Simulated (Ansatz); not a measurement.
# HfO2 (Fm-3m): how far a G0W0 gap depends on its settings

Aim: test how the G0W0 gap of the published phase of HfO2 (Fm-3m) moves with the number of bands, the screening cutoff and the other choices.

Program: Ansatz 0.2.0. G0W0, plane waves. Spin-unpolarised throughout; all numbers are computed.

## Step 1: The cell

The cell was relaxed beforehand with r2SCAN.

It is cubic, Fm-3m (No. 225); conventional cell a = 5.058 Å, 10.79 Å³ an atom. Near Hf stand 8 O at 2.19 Å; near O stand 4 Hf at 2.19 Å.

The structure in full:

```cif
data_structure
_symmetry_space_group_name_H-M 'P 1'
_symmetry_Int_Tables_number 1
_cell_length_a 3.5768
_cell_length_b 3.5768
_cell_length_c 3.5768
_cell_angle_alpha 60.000
_cell_angle_beta 60.000
_cell_angle_gamma 60.000
_cell_volume 32.36
loop_
_atom_site_label
_atom_site_type_symbol
_atom_site_fract_x
_atom_site_fract_y
_atom_site_fract_z
_atom_site_occupancy
Hf1 Hf 0.00000 0.00000 0.00000 1
O1 O 0.25000 0.25000 0.25000 1
O2 O 0.75000 0.75000 0.75000 1
```

## Step 2: 73 empty bands, 100 eV

Input file input.yaml:

```yaml
crystal:
  lattice:
    - [0.0, 2.529182318, 2.529182318]
    - [2.529182318, 0.0, 2.529182318]
    - [2.529182318, 2.529182318, 0.0]
  atoms:
    - { symbol: Hf, position: [0.0, 0.0, 0.0] }
    - { symbol: O, position: [0.25, 0.25, 0.25] }
    - { symbol: O, position: [0.75, 0.75, 0.75] }
kpoints:
  mp_grid: { grid: [6, 6, 6] }
hamiltonian:
  xc: pbe
scf:
  occupations: { method: fixed }
gw:
  n_empty_bands: 73
  ecut_chi: 100
  qp_bands: [v2, c2]
  qp_kpoints: band_edges
  screening: { model: contour_deformation }
```

## Step 3: 177 empty bands, 180 eV

Edit input.yaml of step 2 so:

```diff
@@ -16,4 +16,4 @@
 gw:
-  n_empty_bands: 73
-  ecut_chi: 100
+  n_empty_bands: 177
+  ecut_chi: 180
   qp_bands: [v2, c2]
```

## Step 4: 344 empty bands, 260 eV

Edit input.yaml of step 3 so:

```diff
@@ -16,4 +16,4 @@
 gw:
-  n_empty_bands: 177
-  ecut_chi: 180
+  n_empty_bands: 344
+  ecut_chi: 260
   qp_bands: [v2, c2]
```

## Step 5: Starting from HSE06

Edit input.yaml of step 4 so:

```diff
@@ -12,3 +12,3 @@
 hamiltonian:
-  xc: pbe
+  xc: hse06
 scf:
@@ -16,4 +16,4 @@
 gw:
-  n_empty_bands: 344
-  ecut_chi: 260
+  n_empty_bands: 177
+  ecut_chi: 180
   qp_bands: [v2, c2]
```

## Step 6: Starting from r2SCAN

Edit input.yaml of step 5 so:

```diff
@@ -12,3 +12,3 @@
 hamiltonian:
-  xc: hse06
+  xc: r2scan
 scf:
```

## Step 7: Starting from PBE0

Edit input.yaml of step 6 so:

```diff
@@ -12,3 +12,3 @@
 hamiltonian:
-  xc: r2scan
+  xc: pbe0
 scf:
```

## Step 8: A plasmon pole in place of the full frequency dependence

Edit input.yaml of step 7 so:

```diff
@@ -12,3 +12,3 @@
 hamiltonian:
-  xc: pbe0
+  xc: pbe
 scf:
@@ -20,2 +20,2 @@
   qp_kpoints: band_edges
-  screening: { model: contour_deformation }
+  screening: { model: godby_needs }
```

## Step 9: A finer mesh, 8×8×8

Edit input.yaml of step 8 so:

```diff
@@ -10,3 +10,3 @@
 kpoints:
-  mp_grid: { grid: [6, 6, 6] }
+  mp_grid: { grid: [8, 8, 8] }
 hamiltonian:
@@ -16,6 +16,6 @@
 gw:
-  n_empty_bands: 177
-  ecut_chi: 180
+  n_empty_bands: 52
+  ecut_chi: 80
   qp_bands: [v2, c2]
   qp_kpoints: band_edges
-  screening: { model: godby_needs }
+  screening: { model: contour_deformation }
```

## Step 10: Norm-conserving pseudopotentials

Edit input.yaml of step 9 so:

```diff
@@ -10,5 +10,6 @@
 kpoints:
-  mp_grid: { grid: [8, 8, 8] }
+  mp_grid: { grid: [6, 6, 6] }
 hamiltonian:
   xc: pbe
+  pseudopotentials: { kind: nc }
 scf:
@@ -16,4 +17,4 @@
 gw:
-  n_empty_bands: 52
-  ecut_chi: 80
+  n_empty_bands: 177
+  ecut_chi: 180
   qp_bands: [v2, c2]
```

Q: Predict the outcome of this session. Wanted: for each run, start; potentials; frequencies; empty bands; cutoff; Kohn-Sham gap; G0W0 gap.

**Answer**, as computed:

```
 start  potentials  frequencies  empty bands  cutoff (eV)   mesh  Kohn-Sham gap (eV)  G0W0 gap (eV)
   PBE         PAW         full           73          100  6×6×6                3.80           5.08
   PBE         PAW         full          177          180  6×6×6                3.80           5.21
   PBE         PAW         full          344          260  6×6×6                3.80           5.28
 HSE06         PAW         full          177          180  6×6×6                5.41           5.86
r2SCAN         PAW         full          177          180  6×6×6                4.30           5.45
  PBE0         PAW         full          177          180  6×6×6                6.16           6.06
   PBE         PAW         pole          177          180  6×6×6                3.80           5.16
   PBE         PAW         full           52           80  8×8×8                3.80           5.06
   PBE          NC         full          177          180  6×6×6                3.84           5.27
```

Gaps are those on each run's own mesh.

**Reading.** With bands and cutoff raised together, from 73 bands at 100 eV to 344 at 260 eV, the gap moves by +0.20 eV, and on the last rung by +0.07 eV; extrapolated in 1/N from the last two rungs, the limit on this k mesh would lie near 5.4 eV. The starting point matters: against PBE, HSE06 gives +0.66 eV, r2SCAN gives +0.24 eV, PBE0 gives +0.85 eV. The plasmon pole changes the gap by -0.042 eV. Norm-conserving potentials change it by +0.064 eV. Spin-orbit coupling is left out.
